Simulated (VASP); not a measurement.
# AlGa3N2 (P-4m2) in VASP: density of states with PBE

Aim: the density of states of AlGa3N2 with PBE.

All numbers are computed with VASP 6.6.1; they aren't measurements. Logs are shortened: lines on timing, memory, paths and dates and some standing lists are left out, and cuts for length are marked.

### 1 The structure

The structure is tetragonal, space group P-4m2 (No. 115). The conventional cell has a = 3.734 Å, b = 3.734 Å, c = 8.107 Å, α = 90.00°, β = 90.00°, γ = 90.00°. Al (site symmetry -4m2) is surrounded by 4 N at 1.95 Å. Ga (site symmetry -4m2) is surrounded by 4 Ga at 2.64 Å. Around Ga (site symmetry -4m2) lie 4 Ga at 2.64 Å. Around Ga (site symmetry -4m2) lie 4 N at 1.95 Å. N (site symmetry 2mm) has 2 Al at 1.95 Å and 2 Ga at 1.95 Å as nearest neighbours.

The cell was built by a generator and needn't be a form met in nature.

### 2 Density of states, PBE

Contents of POSCAR:

```
AlGa3N2                                 
1.0
    3.7344194856      0.0000000000      0.0000000000
    0.0000000000      3.7344194856      0.0000000000
    0.0000000000     -0.0000000000      8.1072593329
  Al              Ga              N             
     1     3     2
Direct
     0.0000000000000000    0.0000000000000000    0.5000000000000000
     0.5000000000000000    0.5000000000000000    0.0000000000000000
     0.0000000000000000    0.0000000000000000    1.0000000000000000
     0.5000000000000000    0.5000000000000000    0.5000000000000000
     0.0000000000000000    0.5000000000000000    0.4301320556256706
     0.5000000000000000    0.0000000000000000    0.5698679443743286
```

Contents of INCAR.step1:

```
SYSTEM = AlGa3N2
ALGO = Normal
EDIFF = 1E-6
ENCUT = 520
GGA = PE
ISIF = 2
ISMEAR = 0
KPAR = 4
LASPH = .True.
LCHARG = .True.
LREAL = .False.
LWAVE = .False.
NELM = 80
PREC = Accurate
SIGMA = 0.1
```

Contents of KPOINTS.step1:

```
k-points
0
Gamma
  8 8 4
  0 0 0
```

Contents of INCAR.step2:

```
SYSTEM = AlGa3N2
ALGO = Normal
EDIFF = 1E-6
ENCUT = 520
GGA = PE
ICHARG = 11
ISIF = 2
ISMEAR = -5
KPAR = 4
LASPH = .True.
LCHARG = .False.
LORBIT = 11
LREAL = .False.
LWAVE = .False.
NEDOS = 2001
NELM = 80
PREC = Accurate
SIGMA = 0.1
```

Contents of KPOINTS.step2:

```
k-points
0
Gamma
  12 12 6
  0 0 0
```

Potentials or basis: VASP PAW PBE potentials, release 64 (Al, Ga_d, N).

The run is started by

```
> cat potpaw_PBE.64/Al/POTCAR potpaw_PBE.64/Ga_d/POTCAR potpaw_PBE.64/N/POTCAR > POTCAR
> cp INCAR.step1 INCAR
> cp KPOINTS.step1 KPOINTS
> mpirun -np 4 vasp_std > vasp.out
> cp INCAR.step2 INCAR
> cp KPOINTS.step2 KPOINTS
> mpirun -np 4 vasp_std > vasp.out
```

OUTCAR:

```text
SYSTEM = AlGa3N2
   EDIFF = 1E-6
   ENCUT = 520
   GGA = PE
   ICHARG = 11
   ISIF = 2
   ISMEAR = -5
   LASPH = .True.
   LORBIT = 11
   LREAL = .False.
   NELM = 80
   PREC = Accurate

 ion  position               nearest neighbor table
   1  0.000  0.000  0.500-   5 1.95   6 1.95   5 1.95   6 1.95   4 2.64   4 2.64   4 2.64   4 2.64

   2  0.500  0.500  0.000-   3 2.64   3 2.64   3 2.64   3 2.64
   3  0.000  0.000  0.000-   2 2.64   2 2.64   2 2.64   2 2.64
   4  0.500  0.500  0.500-   5 1.95   6 1.95   6 1.95   5 1.95   1 2.64   1 2.64   1 2.64   1 2.64

   5  0.000  0.500  0.430-   1 1.95   4 1.95   1 1.95   4 1.95
   6  0.500  0.000  0.570-   1 1.95   4 1.95   4 1.95   1 1.95

  LATTYP: Found a simple tetragonal cell.
 ALAT       =     3.7344194856
 C/A-ratio  =     2.1709557173

  Lattice vectors:

 A1 = (   3.7344194856,   0.0000000000,   0.0000000000)
 A2 = (   0.0000000000,   3.7344194856,   0.0000000000)
 A3 = (   0.0000000000,   0.0000000000,   8.1072593329)

Analysis of symmetry for initial positions (statically):
=====================================================================
 Subroutine PRICEL returns:
 Original cell was already a primitive cell.

 Routine SETGRP: Setting up the symmetry group for a
 simple tetragonal supercell.

 Subroutine GETGRP returns: Found  8 space group operations
 (whereof  8 operations were pure point group operations)
 out of a pool of 16 trial point group operations.

The static configuration has the point symmetry D_2d.

Analysis of symmetry for dynamics (positions and initial velocities):
=====================================================================
 Subroutine PRICEL returns:
 Original cell was already a primitive cell.

 Routine SETGRP: Setting up the symmetry group for a
 simple tetragonal supercell.

 Subroutine GETGRP returns: Found  8 space group operations
 (whereof  8 operations were pure point group operations)
 out of a pool of 16 trial point group operations.

The dynamic configuration has the point symmetry D_2d.

 Subroutine INISYM returns: Found  8 space group operations
 (whereof  8 operations are pure point group operations),
 and found     1 'primitive' translations

----------------------------------------------------------------------------------------

                                     Primitive cell

  volume of cell :     113.0629

  direct lattice vectors                    reciprocal lattice vectors
     3.734419486  0.000000000  0.000000000     0.267779237  0.000000000  0.000000000
     0.000000000  3.734419486  0.000000000     0.000000000  0.267779237  0.000000000
     0.000000000  0.000000000  8.107259333     0.000000000  0.000000000  0.123346245

  length of vectors
     3.734419486  3.734419486  8.107259333     0.267779237  0.267779237  0.123346245

  position of ions in fractional coordinates (direct lattice)
     0.000000000  0.000000000  0.500000000
     0.500000000  0.500000000  0.000000000
     0.000000000  0.000000000  0.000000000
     0.500000000  0.500000000  0.500000000
     0.000000000  0.500000000  0.430132056
     0.500000000  0.000000000  0.569867944

  ion indices of the primitive-cell ions
   primitive index   ion index
                 1           1
                 2           2
                 3           3
                 4           4
                 5           5
                 6           6

----------------------------------------------------------------------------------------

 KPOINTS: k-points

Automatic generation of k-mesh.
 Grid dimensions read from file:
 generate k-points for:   12   12    6

 Generating k-lattice:

  Cartesian coordinates                     Fractional coordinates (reciprocal lattice)
     0.022314936  0.000000000  0.000000000     0.083333333  0.000000000  0.000000000
     0.000000000  0.022314936  0.000000000     0.000000000  0.083333333  0.000000000
     0.000000000  0.000000000  0.020557708     0.000000000  0.000000000  0.166666667

  Length of vectors
     0.022314936  0.022314936  0.020557708

  Shift w.r.t. Gamma in fractional coordinates (k-lattice)
     0.000000000  0.000000000  0.000000000

 TETIRR: Found   1296 inequivalent tetrahedra from     5184

 Subroutine IBZKPT returns following result:
 ===========================================

 Found    112 irreducible k-points:

 Following reciprocal coordinates:
            Coordinates               Weight
  0.000000  0.000000  0.000000      1.000000
  0.083333  0.000000  0.000000      4.000000
  0.166667  0.000000  0.000000      4.000000
  0.250000  0.000000  0.000000      4.000000
  0.333333  0.000000  0.000000      4.000000
  0.416667  0.000000  0.000000      4.000000
[... 16 lines left out ...]
  0.333333  0.333333  0.000000      4.000000
  0.416667  0.333333  0.000000      8.000000
 [... further k-points ...]
   k-points           NKPTS =    112   k-points in BZ     NKDIM =    112   number of bands    NBANDS=     31
   number of dos      NEDOS =   2001   number of ions     NIONS =      6
   total plane-waves  NPLWV =  47040
   dimension x,y,z NGX =    28 NGY =   28 NGZ =   60
   dimension x,y,z NGXF=    56 NGYF=   56 NGZF=  120
   ions per type =               1   3   2
   NGX,Y,Z   is equivalent  to a cutoff of  12.46, 12.46, 12.30 a.u.
   NGXF,Y,Z  is equivalent  to a cutoff of  24.93, 24.93, 24.61 a.u.
 SYSTEM =  AlGa3N2
   PREC   = accura    normal or accurate (medium, high low for compatibility)
   ISTART =      0    job   : 0-new  1-cont  2-samecut
   ICHARG =     11    charge: 1-file 2-atom 10-const
   ISPIN  =      1    spin polarized calculation?
   LNONCOLLINEAR =      F non collinear calculations
   LSORBIT =      F    spin-orbit coupling
   LASPH  =      T    aspherical Exc in radial PAW
   ENCUT  =  520.0 eV  38.22 Ry    6.18 a.u.   6.94  6.94 15.07*2*pi/ulx,y,z
   NELM   =     80;   NELMIN=  2; NELMDL=  0     # of ELM steps
   EDIFF  = 0.1E-05   stopping-criterion for ELM
   LREAL  =      F    real-space projection
   EDIFFG = 0.1E-04   stopping-criterion for IOM
   NSW    =      0    number of steps for IOM
   IBRION =     -1    ionic relax: 0-MD 1-quasi-New 2-CG
   NFREE  =      0    steps in history (QN), initial steepest desc. (CG)
   ISIF   =      2    stress and relaxation
   ISYM   =      2    0-nonsym 1-usesym 2-fastsym
   POTIM  = 0.5000    time-step for ionic-motion
   TEBEG  =    0.0;   TEEND  =   0.0 temperature during run
   PSTRESS=    0.0 pullay stress
   NELECT =      52.0000    total number of electrons
   NUPDOWN=      -1.0000    fix difference up-down
   EMIN   =  10.00;   EMAX   =-10.00  energy-range for DOS
   EFERMI =   0.00;   METHOD = LEGACY
   ISMEAR =    -5;   SIGMA  =   0.10  broadening in eV -4-tet -1-fermi 0-gaus
   EFERMI_NEDOS =   21; number of points for ismear=-14 and -15
   IALGO  =     38    algorithm
   IMIX   =      4    mixing-type and parameters
     AMIX     =   0.40;   BMIX     =  1.00
     AMIX_MAG =   1.60;   BMIX_MAG =  1.00
  volume/ion in A,a.u.               =      18.84       127.16
  Fermi-wavevector in a.u.,A,eV,Ry     =   1.263676  2.388002 21.726843  1.596878
  Thomas-Fermi vector in A             =   2.397021
   LORBIT       =     11    0 simple, 1 ext, 2 COOP (PROOUT), +10 PAW based schemes
   GGA     = PE    functional components
   LHFCALC =     F    Hartree Fock is set to
   AEXX    =    0.0000 exact exchange contribution
   IVDW    =     0    specifies the selected vdW correction
   LEPSILON=     F    determine dielectric tensor
   LRPA    =     F    only Hartree local field effects (RPA)
 non-spin polarized calculation
 Fermi weights with tetrahedron method with Bloechl corrections
  energy-cutoff  :      520.00
  volume of cell :      113.06
 maximum number of plane-waves:      3072
 NGX is ok and might be reduce to    28

 number of electron      52.0000003 magnetization

 Free energy of the ion-electron system (eV)
  ---------------------------------------------------
  ext. energy  EPLUGINS =         0.00000000
  ---------------------------------------------------
  free energy    TOTEN  =       -29.09465647 eV

  energy without entropy =      -29.09465647  energy(sigma->0) =      -29.09465647

 E-fermi :   3.8321     XC(G=0):  -9.2609

 val. band max:        3.8585926479   @ k =   0.5000   0.2500   0.5000
 cond. band min:       3.8286087010   @ k =   0.3333   0.1667   0.5000
 fundamental gap:     -0.0299839468
 Fermi energy:         3.8321425687

 k-point     1 :       0.0000    0.0000    0.0000
  band No.  band energies     occupation
      1     -13.7476      2.00000
      2     -12.7841      2.00000
      3     -11.6543      2.00000
      4     -11.6543      2.00000
      5     -11.5075      2.00000
      6     -11.4548      2.00000
[... 23 lines left out ...]
     30       5.5770      0.00000
     31       8.2573      0.00000

 k-point     2 :       0.0833    0.0000    0.0000
  band No.  band energies     occupation
      1     -13.7012      2.00000
      2     -12.7726      2.00000
      3     -11.6590      2.00000
      4     -11.6541      2.00000
      5     -11.5116      2.00000
      6     -11.4438      2.00000
[... 23 lines left out ...]
     30       6.2046      0.00000
     31       8.2586      0.00000

 k-point     3 :       0.1667    0.0000    0.0000
  band No.  band energies     occupation
      1     -13.5697      2.00000
      2     -12.7366      2.00000
      3     -11.6715      2.00000
      4     -11.6534      2.00000
      5     -11.5225      2.00000
      6     -11.4111      2.00000
[... 23 lines left out ...]
     30       6.9915      0.00000
     31       7.9190      0.00000

 k-point     4 :       0.2500    0.0000    0.0000
  band No.  band energies     occupation
      1     -13.3801      2.00000
      2     -12.6678      2.00000
      3     -11.6879      2.00000
      4     -11.6524      2.00000
      5     -11.5374      2.00000
      6     -11.3581      2.00000
[... 23 lines left out ...]
     30       7.1378      0.00000
     31       7.6373      0.00000

 k-point     5 :       0.3333    0.0000    0.0000
  band No.  band energies     occupation
      1     -13.1902      2.00000
      2     -12.5486      2.00000
      3     -11.7036      2.00000
      4     -11.6514      2.00000
      5     -11.5521      2.00000
      6     -11.2869      2.00000
[... 23 lines left out ...]
     30       7.1393      0.00000
     31       8.2258      0.00000
[... 542 lines left out ...]
     30       7.4801      0.00000
     31       7.9943      0.00000

 k-point    22 :       0.5000    0.2500    0.0000
  band No.  band energies     occupation
      1     -12.6681      2.00000
      2     -12.2321      2.00000
      3     -11.7170      2.00000
      4     -11.6829      2.00000
      5     -11.6209      2.00000
      6     -11.2722      2.00000
[... 23 lines left out ...]
     30       7.7561      0.00000
     31       8.0471      0.00000

 k-point    23 :       0.3333    0.3333    0.0000
  band No.  band energies     occupation
      1     -12.5733      2.00000
      2     -12.4163      2.00000
      3     -11.7009      2.00000
      4     -11.7000      2.00000
      5     -11.6229      2.00000
      6     -11.3516      2.00000
[... 23 lines left out ...]
     30       7.3630      0.00000
     31       8.2401      0.00000

 k-point    24 :       0.4167    0.3333    0.0000
  band No.  band energies     occupation
      1     -12.4620      2.00000
      2     -12.2787      2.00000
      3     -11.7129      2.00000
      4     -11.6997      2.00000
      5     -11.6396      2.00000
      6     -11.3364      2.00000
[... 23 lines left out ...]
     30       7.7717      0.00000
     31       8.3975      0.00000

 [... further k-points ...]

------------------------ aborting loop because EDIFF is reached ----------------------------------------

  FORCE on cell =-STRESS in cart. coord.  units (eV):
  Direction    XX          YY          ZZ          XY          YZ          ZX
  --------------------------------------------------------------------------------------
  -------------------------------------------------------------------------------------
  Total        0.0419477      0.0419477     -0.1212123      0.0000000      0.0000000     -0.0000000
  in kB        0.5944263      0.5944263     -1.7176589      0.0000000      0.0000000     -0.0000000
  external PRESSURE =      -0.1762688 kB  Pullay stress =       0.0000000 kB

 VOLUME and BASIS-vectors are now :
 -----------------------------------------------------------------------------
  energy-cutoff  :      520.00
  volume of cell :      113.06
      direct lattice vectors                 reciprocal lattice vectors
     3.734419486  0.000000000  0.000000000     0.267779237  0.000000000  0.000000000
     0.000000000  3.734419486  0.000000000     0.000000000  0.267779237  0.000000000
     0.000000000  0.000000000  8.107259333     0.000000000  0.000000000  0.123346245

 POSITION                                       TOTAL-FORCE (eV/Angst)
 -----------------------------------------------------------------------------------
      0.00000      0.00000      4.05363         0.000000     -0.000000      0.000000
      1.86721      1.86721      0.00000         0.000000      0.000000      0.000000
      0.00000      0.00000      0.00000        -0.000000     -0.000000      0.000000
      1.86721      1.86721      4.05363         0.000000     -0.000000      0.000000
      0.00000      1.86721      3.48719         0.000000      0.000000     -0.000088
      1.86721      0.00000      4.62007         0.000000     -0.000000      0.000088
 -----------------------------------------------------------------------------------
    total drift:                               -0.000000      0.000000      0.000000

  FREE ENERGIE OF THE ION-ELECTRON SYSTEM (eV)
  ---------------------------------------------------
  free  energy   TOTEN  =       -29.0946564735 eV

  energy  without entropy=      -29.0946564735  energy(sigma->0) =      -29.09465647

 total charge

# of ion       s       p       d       tot
------------------------------------------
    1        0.339   0.386   0.000   0.724
    2        1.053   0.550   9.938  11.541
    3        1.055   0.553   9.937  11.545
    4        0.764   0.854  10.221  11.839
    5        1.241   2.515   0.000   3.756
    6        1.241   2.515   0.000   3.756
--------------------------------------------------
tot          5.693   7.372  30.096  43.161
```

It took 65 s on 4 MPI ranks of Intel Xeon Platinum 8559C (Emerald Rapids), shared host; peak memory 0.42 GiB.

What came out:

```yaml
Valence_electrons_inside_the_program's_atomic_spheres: Al 0.72; Ga 11.54, 11.84; N 3.76
```

Levels at points of the mesh, in eV from the Fermi level:
```
           k point  band 24  band 25  band 26  band 27  band 28  band 29
(0.00, 0.00, 0.00)    -2.78    -1.02     0.39     0.85     0.85     1.04
(0.50, 0.00, 0.00)    -2.72    -2.47     0.99     1.03     3.14     3.94
(0.50, 0.50, 0.00)    -3.19    -2.92    -2.81    -2.81     2.11     2.31
(0.00, 0.00, 0.50)    -2.78    -1.74     0.84     0.84     0.88     1.19
(0.50, 0.00, 0.50)    -2.70    -2.45     0.89     0.97     2.54     3.31
(0.50, 0.50, 0.50)    -3.27    -2.78    -2.60    -2.60     2.28     2.38
```

States per cell in windows of 1 eV (zero at the Fermi level; states under -8 eV left out):
```csv
from (eV),total,N5_p,N6_p,Ga2_p,Ga3_p,Ga4_p,Ga3_s
-8.0,2.00,0.21,0.21,0.02,0.02,0.08,0.15
-7.0,2.02,0.25,0.25,0.02,0.03,0.13,0.11
-6.0,1.96,0.24,0.24,0.04,0.03,0.13,0.18
-5.0,2.08,0.29,0.29,0.03,0.03,0.11,0.15
-4.0,2.40,0.44,0.44,0.03,0.03,0.10,0.10
-3.0,3.87,0.81,0.81,0.09,0.09,0.10,0.08
-2.0,0.99,0.09,0.09,0.11,0.11,0.01,0.05
-1.0,1.33,0.04,0.04,0.20,0.20,0.01,0.05
0.0,1.49,0.03,0.03,0.25,0.25,0.01,0.03
1.0,1.70,0.03,0.03,0.21,0.24,0.03,0.03
2.0,2.50,0.09,0.09,0.25,0.21,0.11,0.04
3.0,2.59,0.12,0.12,0.16,0.13,0.18,0.05
4.0,1.69,0.09,0.09,0.08,0.07,0.14,0.03
5.0,0.00,0.00,0.00,0.00,0.00,0.00,0.00
```

Caveat: this functional lacks dispersion, which binds the layers, so the pressure and a relaxed spacing across them are unreliable; tetrahedron occupations give inexact forces and stress in metals.
